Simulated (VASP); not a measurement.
Given:

```yaml
crystal:
  lattice:
    - [2.67843, 0.00000, 0.00000]
    - [0.00000, 2.67843, 0.00000]
    - [0.00000, 0.00000, 3.73189]
  atoms:
    - { symbol: Co, position: [0.00000, 0.00000, 0.00000], spin: 2.2 }
    - { symbol: Pt, position: [0.50000, 0.50000, 0.50000], spin: 0.3 }
```

All values below come from r2SCAN meta-GGA, VASP's PBE PAW potentials (set 64) (plane waves; VASP). Numerical set-up: 520 eV cut-off, 15×15×11 Γ-centred mesh, tetrahedra with Blöchl corrections, potentials Co Pt.

Unless said otherwise, spin-orbit coupling is left out, though it shifts the bands of the heavy elements here.

Problem. Tabulate the total density of states (states/eV per cell) against energy (eV; zero at the valence-band maximum or, without a gap, the Fermi level).

Solution. 
(E (eV), DOS (states/eV)): (-9.98, 0.04); (-9.76, 0.07); (-9.65, 0.09); (-9.42, 0.11); (-9.31, 0.12); (-9.09, 0.15); (-8.98, 0.16); (-8.76, 0.18); (-8.64, 0.19); (-8.42, 0.23); (-8.31, 0.24); (-8.09, 0.29); (-7.98, 0.30); (-7.75, 0.32); (-7.64, 0.34); (-7.42, 0.38); (-7.20, 0.47); (-7.09, 0.55); (-6.86, 0.91); (-6.75, 1.07); (-6.53, 1.54); (-6.42, 1.70); (-6.20, 2.22); (-6.08, 2.64); (-5.86, 2.71); (-5.75, 2.54); (-5.53, 2.31); (-5.42, 2.22); (-5.19, 2.89); (-5.08, 2.96); (-4.86, 2.27); (-4.75, 2.04); (-4.53, 2.47); (-4.30, 3.11); (-4.19, 3.18); (-3.97, 2.95); (-3.86, 3.22); (-3.63, 3.59); (-3.52, 3.04); (-3.30, 3.40); (-3.19, 3.44); (-2.97, 3.09); (-2.86, 2.48); (-2.63, 2.19); (-2.52, 2.51); (-2.30, 3.24); (-2.19, 3.28); (-1.97, 2.93); (-1.74, 3.85); (-1.63, 3.62); (-1.41, 2.95); (-1.30, 3.17); (-1.07, 3.27); (-0.96, 2.65); (-0.74, 1.94); (-0.63, 1.83); (-0.41, 1.67); (-0.30, 1.98); (-0.07, 1.55); (0.04, 1.43); (0.26, 1.64); (0.37, 2.08); (0.59, 2.30); (0.71, 2.12); (0.93, 1.84); (1.15, 2.05); (1.26, 1.79); (1.49, 1.10); (1.60, 0.69); (1.82, 0.54); (1.93, 0.51); (2.15, 0.49); (2.26, 0.48); (2.49, 0.52); (2.60, 0.56); (2.82, 0.56); (2.93, 0.60); (3.15, 0.58); (3.27, 0.58); (3.49, 0.53)
Within 2 eV below the Fermi level the largest weight inside VASP's projection spheres is Co d, then Pt d.

The compound is CoPt in the L1_0 structure. It was relaxed first.
